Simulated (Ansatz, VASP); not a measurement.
CoSi in VASP and in Ansatz

```
Co Si
1.0
     0.00000    2.30452    2.30452
     2.30452    0.00000    2.30452
     2.30452    2.30452    0.00000
Co Si
1 1
Direct
  0.00000 0.00000 0.00000
  0.50000 0.50000 0.50000
```

Measurements of this composition are mostly on another form, of space group No. 198.

Alike in both runs: task single point; functional PBEsol; k mesh 14 × 14 × 14; occupations fermi-dirac, width 0.05 eV; no spin polarisation.

|  | VASP | Ansatz |
| --- | --- | --- |
| version | VASP 6.6.1 | Ansatz 0.2.0 |
| potentials or method | VASP PAW PBE potentials, release 64 (Co, Si), cutoff 520 eV | all-electron LAPW, scalar-relativistic |

Ansatz gave:

```
pressure (GPa) : 0.0
```

Problem. What did VASP give for the same quantities?

Solution. Pressure (GPa): 0.2.

Ansatz ran all-electron here, so the differences hold the error of VASP's frozen core and of both bases.

Caveats: the PAW data sets were made with another functional, which shifts forces and pressure a little (VASP). Spin polarisation is off, so any magnetic state and its effect on volume and gap are missing.
